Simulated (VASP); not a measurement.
# TiB2: relaxation of cell and atoms with PBE

Crystal: TiB2.

```
Ti B
1.0
     3.02920    0.00000    0.00000
    -1.51460    2.62336    0.00000
     0.00000    0.00000    3.22840
Ti B
1 2
Direct
  0.00000 0.00000 0.00000
  0.33333 0.66667 0.50000
  0.66667 0.33333 0.50000
```

```yaml
Program: VASP 6.6.1
Task: relaxation of cell and atoms
Functional: PBE
Potentials_or_basis: VASP PAW PBE potentials, release 64 (Ti_sv, B)
Cutoff: 520 eV
k_mesh: 9 × 9 × 8
Occupations: gaussian, width 0.1 eV
Spin: no spin polarisation
Further_INCAR_settings: ALGO = Fast; EDIFF = 1e-07; IBRION = 2; EDIFFG = -0.002; NSW = 80; ISIF = 3
```

| Quantity | Value |
| --- | --- |
| Relaxed volume | 8.56 Å³/atom |
| Relaxed cell | a = 3.034 Å, b = 3.034 Å, c = 3.221 Å, α = 90.00°, β = 90.00°, γ = 120.00° |
| Space group after relaxing (to 0.05 Å) | P6/mmm (No. 191) |
| Energy gained by relaxing | 0.1 meV/atom |
| Ionic steps | 6 |
| Pressure after relaxing | 0.0 GPa |
| Band gap on the k mesh | none (metal or under the smearing width) |

The path:
| step | energy change (eV) | largest force (eV/Å) | pressure (GPa) | volume (Å³) |
| --- | --- | --- | --- | --- |
| 1 | 0.0000 | 0.0000 | 0.43 | 25.66 |
| 2 | -0.0003 | 0.0000 | -0.56 | 25.74 |
| 3 | -0.0003 | 0.0000 | -0.25 | 25.71 |
| 4 | -0.0004 | 0.0000 | -0.02 | 25.68 |
| 5 | -0.0004 | 0.0000 | 0.06 | 25.68 |
| 6 | -0.0004 | 0.0000 | 0.03 | 25.68 |

Final structure:
```xyz
3
Lattice="3.0342 0.0000 0.0000 -1.5171 2.6277 0.0000 0.0000 0.0000 3.2215" Properties=species:S:1:pos:R:3 pbc="T T T"
Ti    0.0000    0.0000    0.0000
B     0.0000    1.7518    1.6107
B     1.5171    0.8759    1.6107
```

Levels at points of the mesh, in eV from the Fermi level:
```
           k point  band 6  band 7  band 8  band 9  band 10  band 11  band 12  band 13
(0.00, 0.00, 0.00)   -2.58   -2.58   -2.24   -2.06     1.93     1.93     3.71     3.71
(0.00, 0.00, 0.50)   -7.56   -0.53   -0.53   -0.16    -0.16     0.48     0.48     1.72
```

Wall time 95 s on 1 thread of Intel(R) Xeon(R) Platinum 8488C (Sapphire Rapids) (shared host), peak memory 0.15 GiB.
